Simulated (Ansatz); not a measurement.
Write the native input for Ansatz 0.2.0 that does the following.

| Item | Value |
| --- | --- |
| Task | band structure |
| Functional | PBE |
| Potentials or basis | Ansatz NC |
| Cutoff | 1000 eV (not typed: the program's choice for these potentials) |
| k mesh | 11 × 11 × 5 |
| Occupations | fermi-dirac, width 0.05 eV |
| Spin | no spin polarisation |
| Path | [["G", "M", "K", "G", "A", "L", "H", "A"], ["L", "M"], ["K", "H"]] |
| Points for each segment of the path | 14 |

Crystal: Ta.

```
Ta
1.0
     2.90037    0.00000    0.00000
    -1.45019    2.51180    0.00000
     0.00000    0.00000    5.16627
Ta
2
Direct
  0.33333 0.66667 0.25000
  0.66667 0.33333 0.75000
```

This isn't the form of Ta at room conditions, which is bcc.

One way to write it, as run:

input.yaml

```yaml
crystal:
  lattice:
    - [2.9003720726, 0.0, 0.0]
    - [-1.4501860363, 2.5117958953, 0.0]
    - [0.0, 0.0, 5.166274]
  atoms:
    - { symbol: Ta, position: [0.3333333333, 0.6666666667, 0.25] }
    - { symbol: Ta, position: [0.6666666667, 0.3333333333, 0.75] }
hamiltonian:
  xc: pbe
  pseudopotentials: { kind: nc }
kpoints:
  mp_grid: { grid: [11, 11, 5] }
  band_path:
    path:
      - [[0.0, 0.0, 0.0], [0.5, 0.0, 0.0], [0.3333333333, 0.3333333333, 0.0], [0.0, 0.0, 0.0], [0.0, 0.0, 0.5], [0.5, 0.0, 0.5], [0.3333333333, 0.3333333333, 0.5], [0.0, 0.0, 0.5]]
      - [[0.5, 0.0, 0.5], [0.5, 0.0, 0.0]]
      - [[0.3333333333, 0.3333333333, 0.0], [0.3333333333, 0.3333333333, 0.5]]
    npoints: 14
scf:
  occupations: { method: fermi_dirac, width: 0.05 }
  n_extra_bands: 6
output:
  forces: true
  stress: true
  eigenvalues: true
  fatbands: false
  write_density: true
  write_potential: true
  elf: true
  volumetric_format: npy
```

Potentials or basis: Ansatz NC.

Command:

```sh
$ ansatz run input.yaml --threads 2 --pin off --max-ram 5632MiB --backend cpu --events-out ev --progress --plain --runs-dir out
```

Results of the run:

The pressure is -1.0 GPa and the band gap on the k mesh is none (metal or under the smearing width).

Caveat: spin-orbit coupling is left out, which moves the levels of the heavy elements.

It took 11 s on 2 threads of Arm Neoverse V1, on a shared host, peak memory 0.52 GiB.
